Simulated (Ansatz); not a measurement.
# Is this MgO structure a true minimum?

The cell was reached from a generator's guess, though it ends in a space group that the Crystallography Open Database lists for this formula.

All numbers below come from DFT PBE, scalar-relativistic, plane waves, PAW (Ansatz 0.2.0). Plane waves to 420 eV, a k mesh through Γ of 10×10×10 on the computed 2-atom cell and Gaussian smearing (0.02 eV); no spin polarisation.

The cell below (2 atoms, space group Fm-3m (No. 225)) is relaxed within its symmetry.

```
Mg O
1.0
     0.00000    2.12673    2.12673
     2.12673    0.00000    2.12673
     2.12673    2.12673    0.00000
Mg O
1 1
Direct
  0.50000 0.50000 0.50000
  0.00000 0.00000 0.00000
```

For the test a repeat of it with 4 atoms (edges 3.01, 3.01, 5.21 Å) was strained at random (σ = 1.5 % a component), the atoms were moved at random (σ = 0.15 Å), and all was relaxed again on a coarse 6×6×6 mesh (in the run’s order of axes) with 0.10 eV smearing, with no symmetry imposed.

Q: What happens?

A: It returns, within 1 meV/atom of the unmoved cell on that mesh and with the same symmetry when read at 0.1 Å. No instability shows in this cell; modes of other wave vectors, which need another repeat, aren't tested.
